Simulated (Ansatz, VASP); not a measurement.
Given: the input of a run of Ansatz 0.2.0 on Al2Cu.

Contents of input.yaml:

```yaml
crystal:
  lattice:
    - [-2.002897143, 2.002897143, 2.8125609791]
    - [2.002897143, -2.002897143, 2.8125609791]
    - [2.002897143, 2.002897143, -2.8125609791]
  atoms:
    - { symbol: Cu, position: [0.5, 0.5, 0.0] }
    - { symbol: Al, position: [0.25, 0.75, 0.5] }
    - { symbol: Al, position: [0.75, 0.25, 0.5] }
hamiltonian:
  xc: pbesol
  pseudopotentials: { kind: paw }
kpoints:
  mp_grid: { grid: [9, 9, 9] }
scf:
  occupations: { method: fermi_dirac, width: 0.05 }
output:
  forces: true
  stress: true
  eigenvalues: true
```

Potentials or basis: Ansatz PAW.

Launch:

```bash
$ ansatz run input.yaml --threads 1 --pin off --max-ram 3584MiB --backend cpu --events-out ev --progress --plain --runs-dir out
```

Problem. Set up the same calculation for VASP 6.6.1. Potentials there: VASP PAW PBE potentials, release 64 (Cu, Al).

Solution. As run (the cutoff follows the program's own potentials):

File INCAR:

```
PREC     = Accurate       # precision mode
ENCUT    = 520            # plane-wave cutoff, eV
EDIFF    = 1E-7           # SCF threshold, eV
ISMEAR   = -1             # smearing method
SIGMA    = 0.05           # smearing width, eV
LREAL    = False          # projectors in reciprocal space
LASPH    = True           # aspherical terms in the spheres
NELM     = 60             # most SCF steps
ALGO     = Normal         # electronic algorithm
ISIF     = 2              # what is computed and relaxed
LWAVE    = False          # write WAVECAR
LCHARG   = False          # write CHGCAR
GGA      = PS             # functional
NBANDS   = 16             # bands
```

File KPOINTS:

```
Automatic mesh
0
Gamma
  9 9 9
```

POSCAR

```
Al2Cu
1.0
   -2.0028971430      2.0028971430      2.8125609791
    2.0028971430     -2.0028971430      2.8125609791
    2.0028971430      2.0028971430     -2.8125609791
Cu Al
1 2
Direct
    0.5000000000      0.5000000000      0.0000000000
    0.2500000000      0.7500000000      0.5000000000
    0.7500000000      0.2500000000      0.5000000000
```

Potentials or basis: VASP PAW PBE potentials, release 64 (Cu, Al).

Command:

```console
$ cat potpaw_PBE.64/Cu/POTCAR potpaw_PBE.64/Al/POTCAR > POTCAR
$ mpirun -np 1 vasp_std > vasp.out
```

Both were run:

|  | VASP | Ansatz | Ansatz less VASP |
| --- | --- | --- | --- |
| gap on the k mesh at the Fermi level (eV) | none | none | - |
| pressure (GPa) | 4.7 | 4.5 | -0.17 |
| largest component of the traceless stress (GPa) | 0.11 | 0.12 | +0.009 |

A gap of «none» marks a metal or a gap that the smearing closes. The two sets of potentials don't hold the same shells in valence.

Caveats: the PAW data sets were made with another functional, which shifts forces and pressure a little (VASP); the PAW data sets come from PBE, with cores solved anew for the run's functional, which leaves a small shift of forces and pressure (Ansatz).
